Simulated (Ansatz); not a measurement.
## Te (trigonal)

The computed numbers are results of PBEsol, scalar-relativistic (no spin polarisation) in the plane-wave PAW code Ansatz at 420 eV, Γ-centred 10×10×8 mesh, 0.05 eV Gaussian smearing; PAW files: Ansatz's generated set soft_2.

```yaml
crystal:
  lattice:
    - [4.31534, 0.00000, 0.00000]
    - [-2.15767, 3.73720, 0.00000]
    - [0.00000, 0.00000, 5.95436]
  atoms:
    - { symbol: Te, position: [0.28381, 0.00000, 0.83333] }
    - { symbol: Te, position: [0.00000, 0.28381, 0.16667] }
    - { symbol: Te, position: [0.71619, 0.71619, 0.50000] }
```

At this volume the pressure is 0.06 GPa.

Path: Γ–M–K–Γ–A–L–H–A | L–M | H–K, with Γ = (0.000, 0.000, 0.000), M = (0.500, 0.000, 0.000), K = (0.333, 0.333, 0.000), A = (0.000, 0.000, 0.500), L = (0.500, 0.000, 0.500), H = (0.333, 0.333, 0.500) in reciprocal vectors of the calculation's cell.

Problem. Is it a metal or an insulator, and if it has a gap, where are the band edges on this path?

Solution. A semimetal or zero-gap crystal: the filled and empty bands only touch or barely overlap.

Bands as a text map, energy in eV from the Fermi level (dashes), each leg drawn with the same width:
```
  3.75 |       ***               **  *                  *   *    **        
  3.50 |   *  *   **               **                    *   *  *          
  3.25 |            ***                                                   *
  3.00 |    **    *  ***                                      **         **
  2.75 |     *   *  ** *                                       *        ** 
  2.50 |      * *   *  **                ****             *** * *      **  
  2.25 |    *  *   *    *              *     *        *      *   **   *    
  2.00 |           *     *              * *** *      *    **          **   
  1.75 |          *      *            ** *   * *    *  *    ***      *     
  1.50 |** *      *       *****         *     *     *        * *     **    
  1.25 |  *      *        *    **        *     **  *                *      
  1.00 |*        *        *  **  *    **        ** *        * * *   *      
  0.75 | *****  *          ** ***    **   *      **     *      *   * *     
  0.50 |  ******                **** *             ****    *    ***        
  0.25 |                   *      ****     *******     ****         *      
  0.00 |-----------------------------------------**----------------*-------
 -0.25 |                                     ****  *                *      
 -0.50 |                                   **    *  **    **        *      
 -0.75 |  ******           *              *     *  *  *          **  *     
 -1.00 | **** ***           *    *****           **    ***      **** *     
 -1.25 |* **              * ******  **   *     **  **    *  *   *   * *    
 -1.50 | *       *              ****  *        *        *      *      *    
 -1.75 |**                 ******    ****     *     **  *    **        *   
 -2.00 |          *      **            *                      *      *     
 -2.25 |    *            *            ***    *       ***     *         **  
 -2.50 |           *    *     ****      *****         **  *** *       *    
 -2.75 |**          *   *  ***    ****   ****           *****           ** 
 -3.00 |**   *         *  *  *****    **               *       *       *   
        Γ      M      K      Γ      A      L      H      AL       MH      K
```

For elements this heavy, spin–orbit coupling would shift levels and gaps; it isn't included here. The relaxed cell is 6 % smaller in volume than the cell of this structure in the Crystallography Open Database (33.99 Å³/atom, 2003).
